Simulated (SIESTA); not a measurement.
Runs of SIESTA 5.4.2 on TiSi. Symmetry: Cmmm, No. 65, orthorhombic system. Conventional cell: a = 3.632 Å, b = 4.235 Å, c = 3.804 Å, α = 90.00°, β = 90.00°, γ = 90.00°. Ti (site symmetry mmm) is surrounded by 8 Si at 2.63 to 2.85 Å and 4 Ti at 2.79 Å. Si (site symmetry mmm) has 8 Ti at 2.63 to 2.85 Å and 4 Si at 2.79 Å as nearest neighbours. The cell comes from a database or a generator and needn't be the stable form of this composition.

```tsv
task	level	potentials or basis	U	cell	k mesh	optimiser	force tolerance	stress tolerance (GPa)	broadening (eV)	window to (eV)	grid cutoff	gap on the mesh (eV)	pressure (GPa)	V0 of scaled cells (Å³/atom)	B0 (GPa)
relaxation of cell and atoms	PBEsol	PseudoDojo 0.4 standard (PBEsol files), DZP (energy shift 0.003 Ry; two zetas on semicore shells)	-	relaxed	8 × 8 × 5	Broyden	0.01 eV/Å	0.05	-	-	1200 Ry	none	0.0	-	-
equation of state	LDA	PseudoDojo 0.4 standard (LDA files), DZP (energy shift 0.003 Ry; two zetas on semicore shells)	-	as given	10 × 10 × 7	-	-	-	-	-	800 Ry	-	-	(a)	(c)
optical spectrum	PBEsol	PseudoDojo 0.4 standard (PBEsol files), DZP (energy shift 0.003 Ry; two zetas on semicore shells)	-	as given	10 × 10 × 7	-	-	-	0.3 eV	40 eV	800 Ry	none	-3.8	-	-
band structure	LDA	PseudoDojo 0.4 standard (LDA files), DZP (energy shift 0.003 Ry; two zetas on semicore shells)	-	as given	10 × 10 × 7	-	-	-	-	-	800 Ry	none	-7.4	-	-
density of states	PBEsol+U	PseudoDojo 0.4 standard (PBEsol files), DZP (energy shift 0.003 Ry; two zetas on semicore shells)	Ti d U = 6 eV	as given	8 × 8 × 5	-	-	-	0.05 eV	15 eV	800 Ry	none	11.6	-	-
density of states	PBEsol+U	PseudoDojo 0.4 standard (PBEsol files), DZP (energy shift 0.003 Ry; two zetas on semicore shells)	Ti d U = 4 eV	as given	8 × 8 × 5	-	-	-	0.05 eV	15 eV	800 Ry	none	5.6	-	-
equation of state	PBEsol	PseudoDojo 0.4 standard (PBEsol files), DZP (energy shift 0.003 Ry; two zetas on semicore shells)	-	as given	10 × 10 × 7	-	-	-	-	-	800 Ry	-	-	14.23	146
density of states	PBEsol	PseudoDojo 0.4 standard (PBEsol files), DZP (energy shift 0.003 Ry; two zetas on semicore shells)	-	as given	8 × 8 × 5	-	-	-	0.05 eV	15 eV	800 Ry	none	(b)	-	-
```

Alike in all rows: no spin polarisation; smearing fermi-dirac 0.05 eV; energy shift 0.003 Ry.

Problem. Estimate the missing entries.

Solution. (a) 13.86; (b) -3.6; (c) 153.

Caveats: the basis of atomic orbitals isn't converged, which shifts pressures, moduli and gaps; the cell was scaled at fixed shape and fractional positions, which overstates the stiffness of a crystal with free parameters, most of all of layers and chains (some runs); U without spin polarisation on a metal has little footing (some runs); the U is typed as a test and isn't derived for this compound (some runs); the basis holds too few empty states to meet the f-sum rule, so the spectrum is short of weight at high energy (some runs).

A k mesh can miss the band edges.

A gap of «none» marks a metal or a gap under the smearing width.

Not every run made on this cell is shown here.
